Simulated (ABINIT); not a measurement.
Runs of ABINIT 10.8.3 (patched build) on SrCl2. Symmetry: Fm-3m, No. 225, cubic system. Conventional cell: a = 6.977 Å, b = 6.977 Å, c = 6.977 Å, α = 90.00°, β = 90.00°, γ = 90.00°. Sr (site symmetry m-3m) is surrounded by 8 Cl at 3.02 Å. Around Cl (site symmetry -43m) lie 4 Sr at 3.02 Å. 

```csv
task,potentials or basis,cell,k mesh,cutoff (eV),smearing,cutoff smearing ecutsm (Ha),k points of the masses,bands of the masses,cell freedom (optcell),optimiser (ionmov),mesh quality,gap on the mesh (eV),pressure (GPa),relaxed volume (Å³/atom)
effective masses,PseudoDojo NC SR LDA v0.4 stringent,cell relaxed at zero pressure by an earlier run,5 × 5 × 5,925,fixed,0.5,"[[-0.4, 0.4, 0.0], [0.0, 0.0, 0.0]]","[[12, 12], [13, 13]]",-,-,not flagged,-,0.0,-
relaxation of cell and atoms,JTH PAW LDA v2.0,relaxed,5 × 5 × 5,680,fermi-dirac 0.05 eV,0.5,-,-,2,2,not flagged,5.25,0.0,26.22
single point,PseudoDojo NC SR LDA v0.4.1 standard,as given,5 × 5 × 5,707,fermi-dirac 0.05 eV,-,-,-,-,-,not flagged,4.95,-,-
relaxation of cell and atoms,PseudoDojo NC SR LDA v0.4 stringent,relaxed,5 × 5 × 5,925,fermi-dirac 0.05 eV,0.5,-,-,2,2,not flagged,(a),0.0,(b)
positron lifetime,JTH PAW LDA v2.0,cell relaxed at zero pressure by an earlier run,5 × 5 × 5,680,fermi-dirac 0.05 eV,0.5,-,-,-,-,not flagged,5.25,-0.1,-
```

Alike in all rows: level LDA; no spin polarisation.

Question: Fill in the values left out.

Answer: (a) 5.26; (b) 26.19.

Caveats: an odd mesh through Γ misses points on the zone boundary, where band edges often lie (some runs); the masses are taken at a mesh point that needn't be the band's extremum (some runs); the PAW basis is incomplete for the positron (some runs).

A k mesh can miss the band edges, and the runs leave out spin-orbit coupling on Sr.

Runs at the PBE level aren't shown here.
